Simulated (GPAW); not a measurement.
Runs of GPAW 26.7.0 on HfO2. The structure is tetragonal, space group P4_2/nmc (No. 137). Conventional cell: a = 3.558 Å, b = 3.558 Å, c = 5.172 Å, α = 90.00°, β = 90.00°, γ = 90.00°. Around Hf (site symmetry -4m2) lie 4 O at 2.05 Å. Around O (site symmetry 2mm) lie 2 Hf at 2.05 Å. Measurements of this composition are mostly on another form, of space group No. 14.

```csv
task,level,U,cutoff (eV),smearing,maxiter,convergence,response ecut,eta,scissors,gap on the mesh (eV),pressure (GPa),largest force (eV/Å)
single point,PBE,-,600,fermi-dirac 0.05 eV,120,default,-,-,-,4.74,(b),0.27
optical spectrum,PBE,-,600,fermi-dirac 0.001 eV,150,-,50 eV,0.1 eV,0 eV,4.74,-,-
single point,PBE,-,650,fermi-dirac 0.05 eV,120,default,-,-,-,4.75,8.0,0.26
dielectric tensor,PBE,-,650,fermi-dirac 0.001 eV,150,-,80 eV,-,-,4.75,-,-
dielectric tensor,PBE+U,Hf d U = 2.0 eV,650,fermi-dirac 0.001 eV,150,-,80 eV,-,-,(a),-,-
```

Alike in all rows: potentials or basis GPAW PAW data sets (gpaw-data 1.2.1), pw; no spin polarisation; cell as given; k mesh 6 × 6 × 4.

Q: Estimate the missing entries.

A: (a) 5.13; (b) 4.9.

Caveats: spin-orbit coupling is left out, which moves the levels of the heavy elements; the long-wavelength limit can be off by several per cent where d states take part (some runs); an odd mesh through Γ misses points on the zone boundary, where band edges often lie (some runs); the cutoff is short for stress and forces, so pressures can be off by a GPa or more (some runs); spectra need much finer meshes, so this one isn't converged (some runs); independent-particle spectra lack excitons (some runs); response on these states lacks terms of the Hamiltonian (some runs).

A k mesh can miss the band edges, and the runs leave out spin-orbit coupling on Hf.
